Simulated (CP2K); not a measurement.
The system is HfC.

```
CELL_PARAMETERS angstrom
3.28805 0.00000 0.00000
1.64402 2.84753 0.00000
1.64402 0.94918 2.68468
ATOMIC_POSITIONS crystal
Hf 0.50000 0.50000 0.50000
C 0.00000 0.00000 0.00000
```

Base run:

```yaml
Program: CP2K 2026.2
Functional: PBEsol
Dispersion: D3(BJ)
Potentials_or_basis: POTENTIAL_UZH Hf GTH-PBE-q12, C GTH-PBE-q4; TZVP-MOLOPT-PBE-GTH basis
Density_cutoff: 6123 eV
k_mesh: 10 × 10 × 10
Occupations: fermi-dirac, width 0.05 eV
Spin: no spin polarisation
```

Its results: band gap on the k mesh none (metal or under the smearing width); pressure -11.2 GPa.

**Question.** The run is repeated on the same cell with these changes: dispersion from D3(BJ) to D3. What comes out?

**Answer.** Band gap on the k mesh none (metal or under the smearing width); pressure -9.8 GPa.

Caveats: the potentials were made for another functional, which shifts forces and pressure; the basis of atomic orbitals isn't converged, which shifts pressures, moduli and gaps; pairwise dispersion overbinds metals, which lowers pressure and volume.
